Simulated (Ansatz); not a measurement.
# LiNbO$_{3}$: reading a single point

```
Li Nb O
1.0
     2.66821    1.54049    4.65406
    -2.66821    1.54049    4.65406
     0.00000   -3.08098    4.65406
Li Nb O
2 2 6
Direct
  0.25000 0.25000 0.25000
  0.75000 0.75000 0.75000
  0.00000 0.00000 0.00000
  0.50000 0.50000 0.50000
  0.14310 0.35680 0.75000
  0.75000 0.14310 0.35680
  0.35680 0.75000 0.14310
  0.85690 0.64320 0.25000
  0.25000 0.85690 0.64320
  0.64320 0.25000 0.85690
```

The numbers come from plane-wave PAW DFT (Ansatz): PBE, with U_eff = 3.31 eV on Nb d (all-electron-ortho-atomic projectors), collinear spin, 420 eV, 4×4×4 Γ-centred k points, cold occupations (width 0.0865 eV). Nothing was relaxed.

The state carries no moments; the state need not be the lowest.

Task: Is the cell too large or too small?

Result: The pressure is -5.7 GPa (compression positive), so with the atoms held at these fractions the cell would first shrink.

Task: Is there a gap, and of what kind?

Result: The gap is 2.65 eV, indirect or between spins (the least direct gap found is 2.78 eV). A semilocal functional usually gives too small a gap.

Task: How is the charge shared?

Result: Bader charges in e: Li +0.91, Nb +2.88, O -1.26. In the mean Nb gives up most and O takes most.

Task: Which orbitals make up the band edges?

Result: Within 0.7 eV of the edges, the states project mainly on O p (96 %) below the gap and on Nb d (87 %) above it.

Task: Which atom feels the largest force, and which way?

Result: The largest is on O8 (and as large on other atoms): 0.12 eV/Å, components (0.12, -0.01, -0.01). It makes 114° with the line to a nearest neighbour, Nb3 at 2.01 Å.

Task: Describe some of the short contacts.

Result: Nb–O at 2.01 Å: least valence density 0.81 e/Å³ and ELF 0.26 there. Li–O at 2.10 Å: least valence density 0.14 e/Å³ and ELF 0.03 there, a closed-shell (ionic or weak) contact. These are pseudo-fields; inside the PAW spheres they differ from the all-electron ones.

Origin: a database entry at a rescaled volume. Caveats: the input typed no starting moments.
